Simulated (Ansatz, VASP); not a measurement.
**ZnH2 in VASP and in Ansatz**

```
Zn H
1.0
     2.07267   -2.40642    0.00000
     2.07267    2.40642    0.00000
     0.00000    0.00000    5.73454
Zn H
1 2
Direct
  0.50000 0.50000 0.00000
  0.00000 0.00000 0.00000
  0.50000 0.50000 0.50000
```

Alike in both runs: task single point; functional PBE; k mesh 6 × 6 × 4; occupations gaussian, width 0.1 eV; no spin polarisation.

|  | VASP | Ansatz |
| --- | --- | --- |
| version | VASP 6.6.1 | Ansatz 0.2.0 |
| potentials or method | VASP PAW PBE potentials, release 64 (Zn, H) | scalar-relativistic, plane waves, PAW |
| plane-wave cutoff (eV) | 520 | 420 |
| valence electrons in the cell | 14 | 14 |

|  | VASP | Ansatz | Ansatz less VASP |
| --- | --- | --- | --- |
| gap on the k mesh at the Fermi level (eV) | none | none | - |
| pressure (GPa) | -8.6 | -8.5 | +0.01 |
| largest component of the traceless stress (GPa) | 4.10 | 4.10 | +0.004 |

A gap of «none» marks a metal or a gap that the smearing closes.
